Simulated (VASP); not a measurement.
# AgCl (Fm-3m) in VASP: further runs

The runs below take AgCl through single point, relaxation of cell and atoms, with PBEsol+U, PBE0, PBEsol, PBEsol+D3(BJ), PBEsol+D4.

Program: VASP 6.6.1. These are calculated values, not measurements. Logs are shortened: lines on timing, memory, paths and dates and some standing lists are left out, and cuts for length are marked.

**What was measured.**

From a printed reference work, data compilation, for a bulk crystal of AgCl: band gap 3.249 eV (indirect).

The runs below are set against these values where they give the same quantity.

### 1 The cell of the first run

The structure is cubic, space group Fm-3m (No. 225). Conventional cell: a = 5.470 Å, b = 5.470 Å, c = 5.470 Å, α = 90.00°, β = 90.00°, γ = 90.00°. Ag (site symmetry m-3m) has 6 Cl at 2.73 Å within 3.6 Å. Cl (site symmetry m-3m) has 6 Ag at 2.73 Å within 3.6 Å.

### 2 Single point, PBEsol+U

Contents of INCAR:

```
PREC = Accurate
ENCUT = 630
EDIFF = 1E-6
ISMEAR = -1
SIGMA = 0.05
LREAL = False
LASPH = True
NELM = 200
ALGO = Normal
ISIF = 2
LWAVE = False
LCHARG = False
LMAXMIX = 4
LDAU = True
LDAUTYPE = 2
LDAUL = 2 -1
LDAUU = 5 0
LDAUJ = 0 0
LDAUPRINT = 1
GGA = PS
NBANDS = 20
GGA_COMPAT = False
```

Contents of KPOINTS:

```
regular mesh
0
Gamma
  8 8 8
```

Contents of POSCAR:

```
AgCl
1.0
    0.0000000000      2.7350000000      2.7350000000
    2.7350000000      0.0000000000      2.7350000000
    2.7350000000      2.7350000000      0.0000000000
Ag Cl
1 1
Direct
    0.0000000000      0.0000000000      0.0000000000
    0.5000000000      0.5000000000      0.5000000000
```

Potentials or basis: VASP PAW PBE potentials, release 64 (Ag_sv_GW, Cl).

Run with:

```
$ cat potpaw_PBE.64/Ag_sv_GW/POTCAR potpaw_PBE.64/Cl/POTCAR > POTCAR
$ mpirun -np 1 vasp_std > vasp.out
```

OUTCAR:

```text
PREC = Accurate
   ENCUT = 630
   EDIFF = 1E-6
   ISMEAR = -1
   LREAL = False
   LASPH = True
   NELM = 200
   ISIF = 2
   GGA = PS

 ion  position               nearest neighbor table
   1  0.000  0.000  0.000-
   2  0.500  0.500  0.500-

  LATTYP: Found a face centered cubic cell.
 ALAT       =     5.4700000000

  Lattice vectors:

 A1 = (   0.0000000000,   2.7350000000,   2.7350000000)
 A2 = (   2.7350000000,   0.0000000000,   2.7350000000)
 A3 = (   2.7350000000,   2.7350000000,   0.0000000000)

Analysis of symmetry for initial positions (statically):
=====================================================================
 Subroutine PRICEL returns:
 Original cell was already a primitive cell.

 Routine SETGRP: Setting up the symmetry group for a
 face centered cubic supercell.

 Subroutine GETGRP returns: Found 48 space group operations
 (whereof 48 operations were pure point group operations)
 out of a pool of 48 trial point group operations.

The static configuration has the point symmetry O_h .

Analysis of symmetry for dynamics (positions and initial velocities):
=====================================================================
 Subroutine PRICEL returns:
 Original cell was already a primitive cell.

 Routine SETGRP: Setting up the symmetry group for a
 face centered cubic supercell.

 Subroutine GETGRP returns: Found 48 space group operations
 (whereof 48 operations were pure point group operations)
 out of a pool of 48 trial point group operations.

The dynamic configuration has the point symmetry O_h .

 Subroutine INISYM returns: Found 48 space group operations
 (whereof 48 operations are pure point group operations),
 and found     1 'primitive' translations

----------------------------------------------------------------------------------------

                                     Primitive cell

  volume of cell :      40.9168

  direct lattice vectors                    reciprocal lattice vectors
     0.000000000  2.735000000  2.735000000    -0.182815356  0.182815356  0.182815356
     2.735000000  0.000000000  2.735000000     0.182815356 -0.182815356  0.182815356
     2.735000000  2.735000000  0.000000000     0.182815356  0.182815356 -0.182815356

  length of vectors
     3.867874093  3.867874093  3.867874093     0.316645486  0.316645486  0.316645486

  position of ions in fractional coordinates (direct lattice)
     0.000000000  0.000000000  0.000000000
     0.500000000  0.500000000  0.500000000

  ion indices of the primitive-cell ions
   primitive index   ion index
                 1           1
                 2           2

----------------------------------------------------------------------------------------

 KPOINTS: regular mesh

Automatic generation of k-mesh.
 Grid dimensions read from file:
 generate k-points for:    8    8    8

 Generating k-lattice:

  Cartesian coordinates                     Fractional coordinates (reciprocal lattice)
    -0.022851920  0.022851920  0.022851920     0.125000000  0.000000000  0.000000000
     0.022851920 -0.022851920  0.022851920     0.000000000  0.125000000  0.000000000
     0.022851920  0.022851920 -0.022851920     0.000000000  0.000000000  0.125000000

  Length of vectors
     0.039580686  0.039580686  0.039580686

  Shift w.r.t. Gamma in fractional coordinates (k-lattice)
     0.000000000  0.000000000  0.000000000

 Subroutine IBZKPT returns following result:
 ===========================================

 Found     29 irreducible k-points:

 Following reciprocal coordinates:
            Coordinates               Weight
  0.000000  0.000000  0.000000      1.000000
  0.125000  0.000000  0.000000      8.000000
  0.250000  0.000000  0.000000      8.000000
  0.375000  0.000000  0.000000      8.000000
  0.500000  0.000000  0.000000      4.000000
  0.125000  0.125000  0.000000      6.000000
[... 16 lines left out ...]
  0.500000  0.250000  0.125000     48.000000
 -0.375000  0.250000  0.125000     24.000000
 [... further k-points ...]
   k-points           NKPTS =     29   k-points in BZ     NKDIM =     29   number of bands    NBANDS=     20
   number of dos      NEDOS =    301   number of ions     NIONS =      2
   total plane-waves  NPLWV =  32768
   dimension x,y,z NGX =    32 NGY =   32 NGZ =   32
   dimension x,y,z NGXF=    64 NGYF=   64 NGZF=   64
   ions per type =               1   1
   NGX,Y,Z   is equivalent  to a cutoff of  13.75, 13.75, 13.75 a.u.
   NGXF,Y,Z  is equivalent  to a cutoff of  27.51, 27.51, 27.51 a.u.
 SYSTEM =  unknown system
   PREC   = accura    normal or accurate (medium, high low for compatibility)
   ISTART =      0    job   : 0-new  1-cont  2-samecut
   ICHARG =      2    charge: 1-file 2-atom 10-const
   ISPIN  =      1    spin polarized calculation?
   LNONCOLLINEAR =      F non collinear calculations
   LSORBIT =      F    spin-orbit coupling
   LASPH  =      T    aspherical Exc in radial PAW
   ENCUT  =  630.0 eV  46.30 Ry    6.80 a.u.   7.92  7.92  7.92*2*pi/ulx,y,z
   NELM   =    200;   NELMIN=  2; NELMDL= -5     # of ELM steps
   EDIFF  = 0.1E-05   stopping-criterion for ELM
   LREAL  =      F    real-space projection
   EDIFFG = 0.1E-04   stopping-criterion for IOM
   NSW    =      0    number of steps for IOM
   IBRION =     -1    ionic relax: 0-MD 1-quasi-New 2-CG
   NFREE  =      0    steps in history (QN), initial steepest desc. (CG)
   ISIF   =      2    stress and relaxation
   ISYM   =      2    0-nonsym 1-usesym 2-fastsym
   POTIM  = 0.5000    time-step for ionic-motion
   TEBEG  =    0.0;   TEEND  =   0.0 temperature during run
   PSTRESS=    0.0 pullay stress
   NELECT =      26.0000    total number of electrons
   NUPDOWN=      -1.0000    fix difference up-down
   EMIN   =  10.00;   EMAX   =-10.00  energy-range for DOS
   EFERMI =   0.00;   METHOD = LEGACY
   ISMEAR =    -1;   SIGMA  =   0.05  broadening in eV -4-tet -1-fermi 0-gaus
   EFERMI_NEDOS =   21; number of points for ismear=-14 and -15
   IALGO  =     38    algorithm
   IMIX   =      4    mixing-type and parameters
     AMIX     =   0.40;   BMIX     =  1.00
     AMIX_MAG =   1.60;   BMIX_MAG =  1.00
  volume/ion in A,a.u.               =      20.46       138.06
  Fermi-wavevector in a.u.,A,eV,Ry     =   1.407447  2.659689 26.951865  1.980906
  Thomas-Fermi vector in A             =   2.529705
   LORBIT       =      0    0 simple, 1 ext, 2 COOP (PROOUT), +10 PAW based schemes
 LDA+U is selected, type is set to LDAUTYPE =  2
   angular momentum for each species LDAUL =     2   -1
   U (eV)           for each species LDAUU =   5.0  0.0
   J (eV)           for each species LDAUJ =   0.0  0.0
   GGA     = PS    functional components
   LHFCALC =     F    Hartree Fock is set to
   AEXX    =    0.0000 exact exchange contribution
   IVDW    =     0    specifies the selected vdW correction
   LEPSILON=     F    determine dielectric tensor
   LRPA    =     F    only Hartree local field effects (RPA)
 non-spin polarized calculation
  energy-cutoff  :      630.00
  volume of cell :       40.92
 maximum number of plane-waves:      1480
   NGX = 15   NGY = 15   NGZ = 15

atom =   1  type =  1  l = 2

 onsite density matrix

spin component  1

  0.8745  0.0000  0.0000  0.0000 -0.0000
  0.0000  0.8745 -0.0000 -0.0000  0.0000
  0.0000 -0.0000  0.8897 -0.0000 -0.0000
  0.0000 -0.0000 -0.0000  0.8745  0.0000
 -0.0000  0.0000 -0.0000  0.0000  0.8897

spin component  2

  0.8745  0.0000  0.0000  0.0000 -0.0000
  0.0000  0.8745 -0.0000 -0.0000  0.0000
  0.0000 -0.0000  0.8897 -0.0000 -0.0000
  0.0000 -0.0000 -0.0000  0.8745  0.0000
 -0.0000  0.0000 -0.0000  0.0000  0.8897

 occupancies and eigenvectors

  o =  0.8745  v =  0.0000 -0.9164  0.0000  0.4002 -0.0000  0.0000  0.0000  0.0000  0.0000  0.0000      0.0000  0.0000  0.0000  0.0000  0.0000  0.0000  0.0000  0.0000  0.0000  0.0000
  o =  0.8745  v =  0.0000  0.0000  0.0000  0.0000  0.0000  0.0000 -0.9164  0.0000  0.4002 -0.0000      0.0000  0.0000  0.0000  0.0000  0.0000  0.0000  0.0000  0.0000  0.0000  0.0000
  o =  0.8745  v =  0.0000 -0.4002  0.0000 -0.9164 -0.0000  0.0000  0.0000  0.0000  0.0000  0.0000      0.0000  0.0000  0.0000  0.0000  0.0000  0.0000  0.0000  0.0000  0.0000  0.0000
  o =  0.8745  v =  1.0000  0.0000  0.0000  0.0000  0.0000  0.0000  0.0000  0.0000  0.0000  0.0000      0.0000  0.0000  0.0000  0.0000  0.0000  0.0000  0.0000  0.0000  0.0000  0.0000
  o =  0.8745  v =  0.0000  0.0000  0.0000  0.0000  0.0000  1.0000  0.0000  0.0000  0.0000  0.0000      0.0000  0.0000  0.0000  0.0000  0.0000  0.0000  0.0000  0.0000  0.0000  0.0000
  o =  0.8745  v =  0.0000  0.0000  0.0000  0.0000  0.0000  0.0000 -0.4002  0.0000 -0.9164 -0.0000      0.0000  0.0000  0.0000  0.0000  0.0000  0.0000  0.0000  0.0000  0.0000  0.0000
  o =  0.8897  v =  0.0000  0.0000  0.0000  0.0000  0.0000  0.0000  0.0000  0.9949  0.0000  0.1009      0.0000  0.0000  0.0000  0.0000  0.0000  0.0000  0.0000  0.0000  0.0000  0.0000
  o =  0.8897  v =  0.0000  0.0000  0.9949  0.0000  0.1009  0.0000  0.0000  0.0000  0.0000  0.0000      0.0000  0.0000  0.0000  0.0000  0.0000  0.0000  0.0000  0.0000  0.0000  0.0000
  o =  0.8897  v =  0.0000  0.0000  0.0000  0.0000  0.0000  0.0000 -0.0000 -0.1009  0.0000  0.9949      0.0000  0.0000  0.0000  0.0000  0.0000  0.0000  0.0000  0.0000  0.0000  0.0000
  o =  0.8897  v =  0.0000 -0.0000 -0.1009  0.0000  0.9949  0.0000  0.0000  0.0000  0.0000  0.0000      0.0000  0.0000  0.0000  0.0000  0.0000  0.0000  0.0000  0.0000  0.0000  0.0000

 number of electron      25.9999989 magnetization

 Free energy of the ion-electron system (eV)
  ---------------------------------------------------
  ext. energy  EPLUGINS =         0.00000000
  ---------------------------------------------------
  free energy    TOTEN  =        -1.25857694 eV

  energy without entropy =       -1.25857692  energy(sigma->0) =       -1.25857693

 E-fermi :   3.9499     XC(G=0): -10.5056

 val. band max:        3.1655266972   @ k =   0.5000   0.0000   0.0000
 cond. band min:       4.5846169117   @ k =   0.0000   0.0000   0.0000
 fundamental gap:      1.4190902145
 Fermi energy:         3.9499306861

 k-point     1 :       0.0000    0.0000    0.0000
  band No.  band energies     occupation
      1     -85.1482      2.00000
      2     -48.7567      2.00000
      3     -48.7567      2.00000
      4     -48.7567      2.00000
      5     -11.7065      2.00000
      6       0.0949      2.00000
[... 12 lines left out ...]
     19      17.3781      0.00000
     20      17.4023      0.00000
[... 507 lines left out ...]
 k-point    24 :      -0.3750    0.2500    0.1250
  band No.  band energies     occupation
      1     -85.1481      2.00000
      2     -48.7601      2.00000
      3     -48.7583      2.00000
      4     -48.7576      2.00000
      5     -11.1792      2.00000
      6      -1.6293      2.00000
[... 12 lines left out ...]
     19      17.2707      0.00000
     20      18.7273      0.00000

 [... further k-points ...]
[... 5 lines left out ...]
  --------------------------------------------------------------------------------------
  -------------------------------------------------------------------------------------
  Total       -0.0127527     -0.0127527     -0.0127527      0.0000000      0.0000000     -0.0000000
  in kB       -0.4993567     -0.4993567     -0.4993567      0.0000000      0.0000000     -0.0000000
  external PRESSURE =      -0.4993567 kB  Pullay stress =       0.0000000 kB

 VOLUME and BASIS-vectors are now :
 -----------------------------------------------------------------------------
  energy-cutoff  :      630.00
  volume of cell :       40.92
      direct lattice vectors                 reciprocal lattice vectors
     0.000000000  2.735000000  2.735000000    -0.182815356  0.182815356  0.182815356
     2.735000000  0.000000000  2.735000000     0.182815356 -0.182815356  0.182815356
     2.735000000  2.735000000  0.000000000     0.182815356  0.182815356 -0.182815356

 POSITION                                       TOTAL-FORCE (eV/Angst)
 -----------------------------------------------------------------------------------
      0.00000      0.00000      0.00000         0.000000     -0.000000      0.000000
      2.73500      2.73500      2.73500        -0.000000      0.000000     -0.000000
 -----------------------------------------------------------------------------------
    total drift:                                0.000000     -0.000000     -0.000000

  FREE ENERGIE OF THE ION-ELECTRON SYSTEM (eV)
  ---------------------------------------------------
  free  energy   TOTEN  =        -1.2585769388 eV

  energy  without entropy=       -1.2585769202  energy(sigma->0) =       -1.25857693
```

It took 11 s on 1 thread of Intel Xeon 6975P-C (Granite Rapids), shared host; peak memory 0.2 GiB.

Results:

```
Free energy            : -1.2586 eV
Pressure               : 0.0 GPa
Band gap on the k mesh : 1.42 eV (least direct gap 3.37 eV)
```

Levels at points of the mesh, in eV from the valence-band top:
```csv
k point,band 11,band 12,band 13,band 14,band 15,band 16
"(0.00, 0.00, 0.00)",-1.95,-1.95,-1.95,1.42,11.16,11.16
"(0.50, 0.00, 0.00)",-2.18,0.00,0.00,4.55,7.38,8.12
"(0.50, 0.50, 0.00)",-2.55,-2.55,-2.48,2.91,8.17,9.22
```

Eigenvalues of the final occupation matrices:
| site | spin | trace | eigenvalues |
| --- | --- | --- | --- |
| site 1 d | 1 | 4.40 | 0.87 0.87 0.87 0.89 0.89 |
| site 1 d | 2 | 4.40 | 0.87 0.87 0.87 0.89 0.89 |

Caveat: the PAW data sets were made with another functional, which shifts forces and pressure a little.

(Part 1 of 3 ends here.)
